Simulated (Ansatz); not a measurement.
**TiO2 under changes of volume**

One of the cells (10.435 Å³/atom); the others are scaled copies at fixed shape and fractional positions:

```xyz
6
Lattice="4.5998 0.0000 0.0000 0.0000 4.5998 0.0000 0.0000 0.0000 2.9592" Properties=species:S:1:pos:R:3 pbc="T T T"
Ti    0.0000    0.0000    1.4796
Ti    2.2999    2.2999    0.0000
O     1.3998    1.3998    1.4796
O     0.9001    3.6997    0.0000
O     3.6997    0.9001    0.0000
O     3.2000    3.2000    1.4796
```

The cell is a database's computed one.

| Item | Value |
| --- | --- |
| Program | Ansatz 0.2.0 |
| Functional | m-r2SCAN |
| Potentials or basis | Ansatz PAW |
| Cutoff | 500 eV (not typed: the program's choice for these potentials) |
| k mesh | 6 × 6 × 9 |
| Occupations | fermi-dirac, width 0.05 eV |
| Spin | no spin polarisation |

```csv
volume (Å³/atom),energy over the lowest point (meV/atom),pressure (GPa),gap on the mesh (eV),largest force (eV/Å)
9.809,28.71,16.6,2.37,0.267
10.018,11.42,10.1,2.31,0.152
10.227,?,?,?,?
10.435,0.00,-1.0,2.20,0.056
10.644,4.36,-5.7,2.14,0.149
10.853,14.56,-9.9,2.09,0.236
11.062,29.99,-13.7,2.04,0.317
```

Problem. What does the run at 10.227 Å³/atom give?

Solution. Energy over the lowest point 2.11 meV/atom; pressure 4.3 GPa; gap on the mesh 2.25 eV; largest force 0.044 eV/Å.

Worked out: A Birch-Murnaghan fit of order 3 (a polynomial in V^(-2/3)) to the other rows has its minimum at 10.40 Å³/atom with B0 = V·E''(V) = 252 GPa and B' = 4.2 at fixed shape and positions, which overstates the stiffness. It gives 2.11 meV/atom at 10.227 Å³/atom, against the run's 2.11, and -dE/dV = 4.3 GPa, against 4.3. A straight line through the other rows of the gap, of slope -2.75 eV per unit of ln V (its deformation potential), gives 2.25 eV, against the run's 2.25.

Energies are extrapolated to zero smearing.

Caveats: odd divisions of the mesh miss points on the zone boundary, where band edges often lie, so the gap on the mesh can be too wide; the PAW data sets come from PBE, with cores solved anew for the run's functional, which leaves a small shift of forces and pressure.

A mesh can miss the band edges.
